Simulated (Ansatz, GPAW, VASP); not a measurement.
## Si: programs and potentials compared

```
Si
1.0
     0.00000    2.72185    2.72185
     2.72185    0.00000    2.72185
     2.72185    2.72185    0.00000
Si
2
Direct
  0.50000 0.50000 0.50000
  0.75000 0.75000 0.75000
```

Alike in all runs: task single point; functional PBE; k mesh 8 × 8 × 8; occupations gaussian, width 0.018 eV; no spin polarisation; no spin-orbit coupling. Pressure is positive in compression and, in plane waves, holds the error of the finite cutoff.

```csv
program and potentials,plane-wave cutoff (eV),notes,band gap (eV),pressure (GPa)
"Ansatz, all-electron LAPW, scalar-relativistic",-,-,?,?
"GPAW, GPAW PAW data sets (gpaw-data 1.2.1)",600,-,0.62,1.61
"VASP, PBE PAW files Si, 520 eV",520,-,0.63,1.27
```

Question: Estimate from the other rows what the run with Ansatz, all-electron LAPW, scalar-relativistic gave.

Answer: Band gap 0.63 eV; pressure 1.31 GPa. The other rows, which needn't bracket it: band gap 0.62 to 0.63; pressure 1.27 to 1.61.
